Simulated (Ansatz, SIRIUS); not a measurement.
This is a calculation of TiB for SIRIUS 7.12.0. 

Contents of sirius.json:

```json
{
  "control": {
    "processing_unit": "cpu",
    "std_evp_solver_name": "lapack",
    "gen_evp_solver_name": "lapack",
    "verbosity": 2,
    "print_forces": true,
    "ortho_rf": true,
    "use_second_variation": true,
    "rmt_max": 3.0,
    "num_bands_to_print": 24,
    "save_wf": true
  },
  "parameters": {
    "electronic_structure_method": "full_potential_lapwlo",
    "xc_functionals": ["XC_GGA_X_PBE_SOL", "XC_GGA_C_PBE_SOL"],
    "core_relativity": "dirac",
    "valence_relativity": "iora",
    "num_fv_states": 51,
    "smearing": "fermi_dirac",
    "smearing_width": 0.0018374661,
    "pw_cutoff": 20,
    "gk_cutoff": 3.92,
    "lmax_apw": 10,
    "lmax_rho": 8,
    "lmax_pot": 8,
    "num_mag_dims": 0,
    "auto_rmt": 0,
    "ngridk": [5, 9, 6],
    "shiftk": [0, 0, 0],
    "num_dft_iter": 80,
    "energy_tol": 1e-07,
    "density_tol": 1e-05,
    "use_symmetry": true
  },
  "settings": {"tol_ne": 1e-10},
  "iterative_solver": {"type": "exact"},
  "mixer": {"type": "anderson", "beta": 0.5, "max_history": 8},
  "unit_cell": {
    "lattice_vectors": [[11.5651238827, 0.0, 0.0], [0.0, 5.7825619414, 0.0], [0.0, 0.0, 8.6171511283]],
    "atom_types": ["B", "Ti"],
    "atom_files": {"B": "B.json", "Ti": "Ti.json"},
    "atoms": {
      "B": [[0.529, 0.25, 0.897], [0.471, 0.75, 0.103], [0.971, 0.75, 0.397], [0.029, 0.25, 0.603]],
      "Ti": [[0.677, 0.25, 0.377], [0.323, 0.75, 0.623], [0.823, 0.75, 0.877], [0.177, 0.25, 0.123]]
    }
  }
}
```

Potentials or basis: all-electron FP-LAPW, apw+lo standard.

Run with:

```console
$ OMP_NUM_THREADS=1 sirius.scf --input=sirius_start.json --output=start.json
$ OMP_NUM_THREADS=1 sirius.scf --input=sirius.json --output=output.json --task=1
```

Question: Translate it to Ansatz 0.2.0. Potentials or basis there: Ansatz PAW, cutoff 420 eV.

Answer: As run (cutoffs and basis follow the program's own potentials, and thresholds, step limits or extra output files can differ):

input.yaml

```yaml
crystal:
  lattice:
    - [6.12, 0.0, 0.0]
    - [0.0, 3.06, 0.0]
    - [0.0, 0.0, 4.56]
  atoms:
    - { symbol: Ti, position: [0.677, 0.25, 0.377] }
    - { symbol: Ti, position: [0.323, 0.75, 0.623] }
    - { symbol: Ti, position: [0.823, 0.75, 0.877] }
    - { symbol: Ti, position: [0.177, 0.25, 0.123] }
    - { symbol: B, position: [0.529, 0.25, 0.897] }
    - { symbol: B, position: [0.471, 0.75, 0.103] }
    - { symbol: B, position: [0.971, 0.75, 0.397] }
    - { symbol: B, position: [0.029, 0.25, 0.603] }
hamiltonian:
  xc: pbesol
  pseudopotentials: { kind: paw }
kpoints:
  mp_grid: { grid: [5, 9, 6] }
scf:
  occupations: { method: fermi_dirac, width: 0.05 }
output:
  forces: true
  stress: true
  eigenvalues: true
  write_density: true
  write_potential: true
  elf: true
  volumetric_format: npy
```

Potentials or basis: Ansatz PAW.

Run with:

```console
$ ansatz run input.yaml --threads 4 --pin off --max-ram 11264MiB --backend cpu --events-out ev --progress --plain --runs-dir out
```

Both were run:

|  | SIRIUS | Ansatz |
| --- | --- | --- |
| Largest force | 0.258 eV/Å | 0.260 eV/Å |

Ansatz's potentials were made for PBE.

Where Ansatz's input types no cutoff or centring, it takes its own default and a Γ-centred mesh.
